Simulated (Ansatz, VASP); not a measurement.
**Ir in VASP and in Ansatz**

```
Ir
1.0
     0.00000    1.92000    1.92000
     1.92000    0.00000    1.92000
     1.92000    1.92000    0.00000
Ir
1
Direct
  0.00000 0.00000 0.00000
```

Alike in both runs: task single point; functional PBEsol; k mesh 16 × 16 × 16; occupations gaussian, width 0.05 eV; no spin polarisation.

|  | VASP | Ansatz |
| --- | --- | --- |
| version | VASP 6.6.1 | Ansatz 0.2.0 |
| potentials or method | VASP PAW PBE potentials, release 64 (Ir) | scalar-relativistic, plane waves, PAW |
| plane-wave cutoff (eV) | 520 | 420 |
| valence electrons in the cell | 9 | 17 |

Ansatz gave:

```
gap on the k mesh at the Fermi level (eV) : none
pressure (GPa)                            : -2.6
```

Question: Estimate VASP's values.

Answer: gap on the k mesh at the Fermi level (eV): none; pressure (GPa): -1.9.

A gap of «none» marks a metal or a gap that the smearing closes. The functional is the same, so the differences come from potentials, cutoffs and numerics. The two sets of potentials don't hold the same shells in valence.

Caveats: the PAW data sets were made with another functional, which shifts forces and pressure a little (VASP). The runs have no spin-orbit coupling, so splittings on Ir are missing.
